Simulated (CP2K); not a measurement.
Worked example: self-consistent single point of BaSnO3 (Pm-3m, 5 atoms in the cell) in CP2K

Method: LDA (Pade form), GPW, DZVP-MOLOPT-SR-GTH basis, GTH-PADE potentials (GTH_POTENTIALS) run with CP2K 2026.2.

Input as run:

```
&GLOBAL
  PROJECT run
  RUN_TYPE ENERGY_FORCE
  PRINT_LEVEL LOW
&END GLOBAL
&FORCE_EVAL
  METHOD Quickstep
  STRESS_TENSOR ANALYTICAL
  &DFT
    BASIS_SET_FILE_NAME BASIS_MOLOPT
    POTENTIAL_FILE_NAME GTH_POTENTIALS
    &QS
      METHOD GPW
      EPS_DEFAULT 1E-10
    &END QS
    &MGRID
      CUTOFF 500
      REL_CUTOFF 50
      NGRIDS 5
    &END MGRID
    &SCF
      SCF_GUESS ATOMIC
      EPS_SCF 1E-6
      MAX_SCF 100
      ADDED_MOS 6
      &DIAGONALIZATION
        ALGORITHM STANDARD
      &END DIAGONALIZATION
      &MIXING
        METHOD BROYDEN_MIXING
        ALPHA 0.4
        NBUFFER 12
        BETA 1.5
      &END MIXING
      &SMEAR ON
        METHOD GAUSSIAN
        SIGMA [eV] 0.05
      &END SMEAR
    &END SCF
    &KPOINTS
      SCHEME MONKHORST-PACK 4 4 4
      GAMMA_CENTERED T
    &END KPOINTS
    &XC
      &XC_FUNCTIONAL PADE
      &END XC_FUNCTIONAL
    &END XC
    &PRINT
      &MO
        EIGENVALUES T
        OCCUPATION_NUMBERS T
        NDIGITS 8
        FILENAME mo
        &EACH
          QS_SCF 0
        &END EACH
        ADD_LAST NUMERIC
      &END MO
      &MULLIKEN OFF
      &END MULLIKEN
    &END PRINT
  &END DFT
  &SUBSYS
    &CELL
      A 4.05562800 0.00000000 0.00000000
      B 0.00000000 4.05562800 0.00000000
      C 0.00000000 0.00000000 4.05562800
      PERIODIC XYZ
    &END CELL
    &COORD
      Ba       2.02781400     2.02781400     2.02781400
      Sn       0.00000000     0.00000000     0.00000000
      O        0.00000000     2.02781400     0.00000000
      O        2.02781400     0.00000000     0.00000000
      O        0.00000000     0.00000000     2.02781400
    &END COORD
    &KIND Ba
      BASIS_SET DZVP-MOLOPT-SR-GTH-q10
      POTENTIAL GTH-PADE-q10
    &END KIND
    &KIND Sn
      BASIS_SET DZVP-MOLOPT-SR-GTH-q4
      POTENTIAL GTH-PADE-q4
    &END KIND
    &KIND O
      BASIS_SET DZVP-MOLOPT-SR-GTH-q6
      POTENTIAL GTH-PADE-q6
    &END KIND
  &END SUBSYS
  &PRINT
    &FORCES ON
    &END FORCES
    &STRESS_TENSOR ON
    &END STRESS_TENSOR
  &END PRINT
&END FORCE_EVAL
```

Log, with long lists cut:

```
 GLOBAL| Method name                                                        CP2K
 GLOBAL| Project name                                                        run
 GLOBAL| Run type                                                   ENERGY_FORCE

 TOTAL NUMBERS AND MAXIMUM NUMBERS

  Total number of            - Atomic kinds:                                   3
                             - Atoms:                                          5
                             - Shell sets:                                     5
                             - Shells:                                        26
                             - Primitive Cartesian functions:                 26
                             - Cartesian basis functions:                     71
                             - Spherical basis functions:                     66

  Maximum angular momentum of- Orbital basis functions:                        2
                             - Local part of the GTH pseudopotential:          2
                             - Non-local part of the GTH pseudopotential:      4

 SCF PARAMETERS         Density guess:                                    ATOMIC
                        max_scf:                                             100
                        max_diis:                                              4
                        eps_scf:                                        1.00E-06
                        eps_diis:                                       1.00E-01
                        eps_eigval:                                     1.00E-05
                        level_shift [a.u.]:                             0.000000
                        added MOs                                         6    0
                        Mixing method:                            BROYDEN_MIXING
                                                charge density mixing in g-space
                        Smear method:                                   GAUSSIAN
                        Smearing width (sigma) [a.u.]:                  1.84E-03
                        Accuracy threshold:                             1.00E-10
                        No outer SCF

 Extrapolation method: initial_guess

 Number of electrons:                                                         32
 Number of occupied orbitals:                                                 16
 Number of molecular orbitals:                                                22

 Number of orbital functions:                                                 66
 Number of independent orbital functions:                                     66

 SCF WAVEFUNCTION OPTIMIZATION

  Step     Update method      Time    Convergence         Total energy    Change
     1 NoMix/Diag. 0.40E+00      -     2.33718000       -78.0002746700 -7.80E+01
     2 Broy./Diag. 0.40E+00      -     0.15457007       -73.8948430680  4.11E+00
     3 Broy./Diag. 0.40E+00      -     0.12145744       -76.7819588123 -2.89E+00
     4 Broy./Diag. 0.40E+00      -     0.06735698       -77.4812197094 -6.99E-01
     5 Broy./Diag. 0.40E+00      -     0.02811630       -77.3296037775  1.52E-01
     6 Broy./Diag. 0.40E+00      -     0.00880508       -77.4229404338 -9.33E-02
     7 Broy./Diag. 0.40E+00      -     0.00318791       -77.3730036783  4.99E-02
   [... 4 lines left out ...]
    12 Broy./Diag. 0.40E+00      -     0.00002395       -77.3790639292 -2.43E-04
    13 Broy./Diag. 0.40E+00      -     0.00003051       -77.3791750017 -1.11E-04
    14 Broy./Diag. 0.40E+00      -     0.00000416       -77.3792153635 -4.04E-05
    15 Broy./Diag. 0.40E+00      -     0.00000261       -77.3792254430 -1.01E-05
    16 Broy./Diag. 0.40E+00      -     0.00000014       -77.3792260444 -6.01E-07

  *** SCF run converged in    16 steps ***

  Electronic density on regular grids:        -32.0000000003       -0.0000000003
  Core density on regular grids:               31.9999999964       -0.0000000036
  Total charge density on r-space grids:       -0.0000000040
  Total charge density g-space grids:          -0.0000000040

  Overlap energy of the core charge distribution:               0.00000017194037
  Self energy of the core charge distribution:               -182.73596226850714
  Core Hamiltonian energy:                                     47.32774713508103
  Hartree energy:                                              73.42755586897934
  Exchange-correlation energy:                                -15.39856695190552
  Smearing free energy correction:                             -0.00000000000000
  Fermi energy:                                                 0.27517018724034

  Total energy:                                               -77.37922604441191
  Total energy (extrapolated to sigma->0):                    -77.37922604441191

 ENERGY| Total FORCE_EVAL ( QS ) energy [hartree]            -77.379224857841479

 FORCES| Atomic forces [hartree/bohr]
 FORCES|   Atom     x               y               z               |f|
 FORCES|      1 -1.16490391E-10 -1.16447798E-10 -1.16502945E-10   2.01749937E-10
 FORCES|      2 -7.05984206E-13 -9.58386081E-13 -6.83804238E-13   1.37277304E-12
 FORCES|      3  1.76434948E-11 -7.62708510E-11  1.82727915E-11   8.03892439E-11
 FORCES|      4 -7.63654780E-11  1.84226078E-11  1.76597100E-11   8.05167316E-11
 FORCES|      5  1.83886772E-11  1.77158448E-11 -7.62871938E-11   8.04470667E-11
 FORCES| Sum    -1.57529681E-10 -1.57538582E-10 -1.57541442E-10
 FORCES| Total atomic force                                       2.72861341E-10

 STRESS| Analytical stress tensor [bar]
 STRESS|                        x                   y                   z
 STRESS|      x        4.12813613015E+04   2.71139884323E-05   2.71309164761E-05
 STRESS|      y        2.71139884323E-05   4.12813832445E+04   2.71311525396E-05
 STRESS|      z        2.71309164761E-05   2.71311525396E-05   4.12813024575E+04
 STRESS| 1/3 Trace                                             4.12813490012E+04
```

The run converged in 16 iterations.

The starting cell comes from a database of computed structures (which also holds hypothetical and non-ambient phases and stackings), without a prior relaxation at this level. Its lattice was rescaled by a random factor within 2.5 % of one. Values carry the incompleteness of an atom-centred basis. With a pressure of about 4 GPa the cell is away from its equilibrium volume at this level.
